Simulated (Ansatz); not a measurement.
# CdF2: short molecular dynamics of a 24-atom cell, part 2 of 2

How do the atoms of CdF2 (fluorite) move when started on their sites? Runs: PBEsol, 40 steps of 1.5 fs under a Nosé-Hoover thermostat at 2200 K; PBE, 20 steps of 2 fs at constant energy, with velocities drawn for 200 K. The cell is a 2×2×2 supercell of the structure relaxed with r2SCAN.

Ansatz 0.2.0, plane waves.

### 9 Snapshots as a file

Positions (Å) and forces (eV/Å):

```xyz
24
Lattice="0.000 5.388 5.388 5.388 0.000 5.388 5.388 5.388 0.000" Properties=species:S:1:pos:R:3:forces:R:3 pbc="T T T" time_fs=10.0 T=162 dE=0.1133
Cd    0.000    0.006    0.011    0.084    0.102   -0.067
F     1.382    1.396    1.322   -0.323   -0.344    0.211
F     4.089    4.030    3.996   -0.276    0.018    0.119
Cd    2.712    2.689    0.000    0.014    0.174   -0.212
F     4.008    4.099    1.318    0.132   -0.252   -0.033
F     6.744    6.737    4.104   -0.058    0.017   -0.406
Cd    2.685    0.000    2.709   -0.008    0.034   -0.096
F     4.045    1.369    4.034    0.057   -0.098    0.076
F     6.735    4.020    6.736   -0.040    0.163    0.040
Cd    5.368    2.705    2.696    0.153   -0.241   -0.190
F     6.730    4.077    4.040    0.158   -0.202    0.077
F     9.407    6.758    6.769    0.194   -0.045   -0.100
Cd    0.015    2.689    2.680   -0.149   -0.021    0.132
F     1.359    4.013    4.044   -0.033    0.197    0.034
F     3.994    6.686    6.710    0.260    0.244    0.238
Cd    2.702    5.387    2.703   -0.190    0.108   -0.031
F     4.048    6.689    4.086    0.035    0.283   -0.260
F     6.713    9.414    6.779   -0.044    0.201   -0.223
Cd    2.687    2.699    5.370    0.075    0.010    0.246
F     4.010    4.027    6.717    0.081   -0.007   -0.032
F     6.756    6.744    9.429   -0.131   -0.071   -0.007
Cd    5.389    5.368    5.383    0.037    0.021    0.253
F     6.726    6.747    6.736   -0.082   -0.085    0.129
F     9.443    9.462    9.398    0.056   -0.204    0.101
24
Lattice="0.000 5.388 5.388 5.388 0.000 5.388 5.388 5.388 0.000" Properties=species:S:1:pos:R:3:forces:R:3 pbc="T T T" time_fs=20.0 T=91 dE=0.3261
Cd    0.001    0.014    0.021    0.144    0.175   -0.150
F     1.401    1.428    1.306   -0.517   -0.566    0.333
F     4.123    4.021    3.957   -0.507    0.125    0.254
Cd    2.730    2.686   -0.001    0.008    0.275   -0.352
F     3.981    4.144    1.288    0.190   -0.413   -0.040
F     6.750    6.739    4.147   -0.103   -0.003   -0.660
Cd    2.675    0.001    2.723    0.023    0.055   -0.190
F     4.051    1.387    4.030    0.055   -0.186    0.140
F     6.732    4.006    6.738   -0.049    0.272    0.053
Cd    5.349    2.714    2.695    0.367   -0.487   -0.366
F     6.732    4.103    4.042    0.253   -0.356    0.132
F     9.393    6.778    6.798    0.275   -0.092   -0.173
Cd    0.029    2.684    2.668   -0.262    0.008    0.240
F     1.370    3.995    4.048   -0.069    0.339    0.021
F     3.959    6.649    6.696    0.415    0.370    0.376
Cd    2.709    5.386    2.712   -0.332    0.205   -0.060
F     4.057    6.657    4.118    0.022    0.446   -0.430
F     6.688    9.408    6.812   -0.034    0.324   -0.381
Cd    2.680    2.704    5.354    0.142   -0.016    0.488
F     3.983    4.012    6.698    0.137    0.023   -0.047
F     6.771    6.750    9.429   -0.197   -0.101    0.007
Cd    5.389    5.348    5.380    0.055    0.063    0.459
F     6.712    6.754    6.742   -0.108   -0.130    0.182
F     9.459    9.484    9.372    0.093   -0.328    0.164
24
Lattice="0.000 5.388 5.388 5.388 0.000 5.388 5.388 5.388 0.000" Properties=species:S:1:pos:R:3:forces:R:3 pbc="T T T" time_fs=30.0 T=59 dE=0.4201
Cd    0.003    0.022    0.030    0.161    0.203   -0.244
F     1.395    1.431    1.307   -0.439   -0.557    0.289
F     4.132    4.017    3.930   -0.564    0.216    0.334
Cd    2.748    2.685   -0.005   -0.077    0.233   -0.361
F     3.963    4.169    1.256    0.167   -0.477    0.033
F     6.750    6.741    4.158   -0.111   -0.029   -0.673
Cd    2.665    0.002    2.735    0.106    0.036   -0.263
F     4.060    1.395    4.033    0.001   -0.223    0.179
F     6.727    4.006    6.743   -0.017    0.269    0.039
Cd    5.334    2.719    2.692    0.534   -0.633   -0.465
F     6.747    4.111    4.050    0.229   -0.435    0.149
F     9.393    6.793    6.818    0.208   -0.158   -0.231
Cd    0.041    2.679    2.657   -0.340    0.083    0.343
F     1.377    3.994    4.054   -0.080    0.371   -0.005
F     3.945    6.630    6.701    0.425    0.417    0.375
Cd    2.712    5.387    2.720   -0.399    0.278   -0.119
F     4.067    6.647    4.128    0.014    0.462   -0.426
F     6.662    9.419    6.825    0.020    0.310   -0.405
Cd    2.675    2.708    5.342    0.140   -0.088    0.641
F     3.963    3.999    6.676    0.158    0.095   -0.027
F     6.776    6.750    9.429   -0.184   -0.068    0.049
Cd    5.390    5.328    5.381    0.036    0.158    0.529
F     6.694    6.755    6.757   -0.059   -0.115    0.110
F     9.480    9.490    9.353    0.071   -0.346    0.151
24
Lattice="0.000 5.388 5.388 5.388 0.000 5.388 5.388 5.388 0.000" Properties=species:S:1:pos:R:3:forces:R:3 pbc="T T T" time_fs=40.0 T=80 dE=0.3561
Cd    0.006    0.033    0.037    0.106    0.173   -0.346
F     1.367    1.408    1.323   -0.129   -0.343    0.135
F     4.113    4.024    3.920   -0.373    0.169    0.293
Cd    2.765    2.686   -0.013   -0.208    0.081   -0.276
F     3.954    4.170    1.226    0.111   -0.446    0.178
F     6.746    6.742    4.135   -0.070   -0.038   -0.454
Cd    2.657    0.004    2.745    0.220   -0.032   -0.307
F     4.069    1.392    4.045   -0.078   -0.181    0.171
F     6.721    4.019    6.749    0.030    0.154    0.018
Cd    5.322    2.718    2.685    0.561   -0.583   -0.408
F     6.773    4.098    4.066    0.091   -0.409    0.108
F     9.403    6.800    6.826    0.030   -0.217   -0.271
Cd    0.050    2.674    2.649   -0.384    0.190    0.424
F     1.380    4.011    4.059   -0.054    0.270   -0.010
F     3.952    6.632    6.724    0.309    0.400    0.253
Cd    2.712    5.390    2.727   -0.400    0.328   -0.210
F     4.077    6.660    4.118    0.027    0.342   -0.258
F     6.637    9.444    6.819    0.102    0.141   -0.271
Cd    2.670    2.712    5.336    0.046   -0.183    0.653
F     3.950    3.990    6.653    0.150    0.183    0.036
F     6.771    6.747    9.432   -0.113    0.014    0.092
Cd    5.391    5.310    5.387   -0.012    0.299    0.439
F     6.672    6.751    6.778    0.051   -0.054   -0.061
F     9.504    9.479    9.342   -0.015   -0.259    0.074
```

### 10 Outcome

What follows sums up all 2 parts.

| quantity | value |
| --- | --- |
| run 1: length | 40 steps of 1.5 fs |
| run 1: temperature, first and last step | 2200 and 1067 K |
| run 1: temperature, second half | mean 1061 K, from 905 to 1116 K |
| run 1: potential energy, second half | +150 meV/atom from this run's first step |
| run 1: largest change of the conserved energy | 0.28 meV/atom |
| run 1: mean square displacement, second half | F 0.113, Cd 0.077 Å² |
| run 2: length | 20 steps of 2 fs |
| run 2: temperature, first and last step | 200 and 80 K |
| run 2: temperature, second half | mean 70 K, from 59 to 91 K |
| run 2: potential energy, second half | +16 meV/atom from this run's first step |
| run 2: largest change of the total energy | 0.05 meV/atom |
| run 2: mean square displacement, second half | F 0.011, Cd 0.003 Å² |

**Reading.** Run 1: Against a set 2200 K the second half averages 1061 K with a spread of 64 K (in equilibrium 24 atoms would scatter by about 375 K, over a far longer run); 150 meV/atom has gone into potential energy, and a thermostat that acts over some 100 fs has not made it up in 60 fs. The conserved energy strays from its start by at most 0.28 meV/atom, 0.2 % of the mean kinetic energy, so a step of 1.5 fs is short enough over this time. The farthest move is 0.77 Å against a mean nearest distance of 2.3 Å: a large displacement, and the run is too short to tell whether atoms leave their places. Run 2: The temperature starts at 200 K and averages 70 K in the second half, where it ranges from 59 to 91 K. The total energy strays from its start by at most 0.05 meV/atom, 0.3 % of the mean kinetic energy, so a step of 2 fs is short enough over this time. The farthest move is 0.20 Å, against a mean nearest distance of 2.3 Å at the start: no atom has changed site so far. A run of 60 fs with 24 atoms shows the motion but fixes no equilibrium value.
